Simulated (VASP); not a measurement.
Here is a VASP 6.6.1 calculation.

File INCAR:

```
PREC     = Accurate       # precision mode
ENCUT    = 600            # plane-wave cutoff, eV
EDIFF    = 1E-6           # SCF threshold, eV
ISMEAR   = 1              # smearing method
SIGMA    = 0.1            # smearing width, eV
LREAL    = False          # projectors in reciprocal space
LASPH    = True           # aspherical terms in the spheres
NELM     = 80             # most SCF steps
ALGO     = Normal         # electronic algorithm
ISIF     = 3              # what is computed and relaxed
LWAVE    = False          # write WAVECAR
LCHARG   = False          # write CHGCAR
GGA      = PS             # functional
IBRION   = 2              # ionic algorithm
NSW      = 90             # ionic steps
EDIFFG   = -0.01          # ionic threshold
```

Contents of KPOINTS:

```
Automatic mesh
0
Gamma
  15 15 8
```

Contents of POSCAR:

```
Re
1.0
    2.7608000000      0.0000000000      0.0000000000
   -1.3804000000      2.3909229348      0.0000000000
    0.0000000000      0.0000000000      4.4582000000
Re
2
Direct
    0.3333333333      0.6666666667      0.2500000000
    0.6666666667      0.3333333333      0.7500000000
```

Potentials or basis: VASP PAW PBE potentials, release 64 (Re).

Run with:

```bash
$ cat potpaw_PBE.64/Re/POTCAR > POTCAR
$ mpirun -np 1 vasp_std > vasp.out
```

Q: What does it give for the band gap on the k mesh?

A: None (metal or under the smearing width).

Q: What does it give for the space group after relaxing (to 0.05 Å)?

A: P6_3/mmc (No. 194).

Final structure:
```yaml
crystal:
  lattice:
    - [2.74799, 0.00000, 0.00000]
    - [-1.37400, 2.37983, 0.00000]
    - [0.00000, 0.00000, 4.45174]
  atoms:
    - { symbol: Re, position: [0.33333, 0.66667, 0.25000] }
    - { symbol: Re, position: [0.66667, 0.33333, 0.75000] }
```

 Spin-orbit coupling is left out, which matters for the levels of Re.
